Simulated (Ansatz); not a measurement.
Mg:

```
Mg
1.0
     0.00000    2.24426    2.24426
     2.24426    0.00000    2.24426
     2.24426    2.24426    0.00000
Mg
1
Cartesian
  0.0000 0.0000 0.0000
```

This isn't the form of Mg at room conditions, which is hcp.

```yaml
Program: Ansatz 0.2.0
Task: relaxation of cell and atoms
Functional: LDA
Potentials_or_basis: JTH PAW LDA
Cutoff: 870 eV
Density_cutoff: 4350 eV
k_mesh: 10 × 10 × 10
Occupations: gaussian, width 0.025 eV
Spin: collinear spin, ferromagnetic start
Starting_moments: "[0.5] μB"
```

At the start: volume 22.61 Å³/atom.

Task: Where does the relaxation end?

Result: It ends after 4 steps and the volume is 21.81 Å³/atom (-3.5 %); space group Fm-3m (No. 225, to 0.05 Å); moment 0.00 μB per cell.

Step by step:
```tsv
step	energy change (eV)	largest force (eV/Å)	volume (Å³)
1	0.0000	0.0000	22.61
2	-0.0033	0.0000	22.00
3	-0.0035	0.0000	21.81
4	-0.0033	0.0000	21.81
```

Final structure:
```xyz
1
Lattice="0.0000 2.2177 2.2177 2.2177 0.0000 2.2177 2.2177 2.2177 0.0000" Properties=species:S:1:pos:R:3 pbc="T T T"
Mg    0.0000    0.0000    0.0000
```

Caveat: the plane-wave basis is chosen anew once the cell has moved, so the energies of steps on either side of that aren't comparable; the starting moments weren't kept.
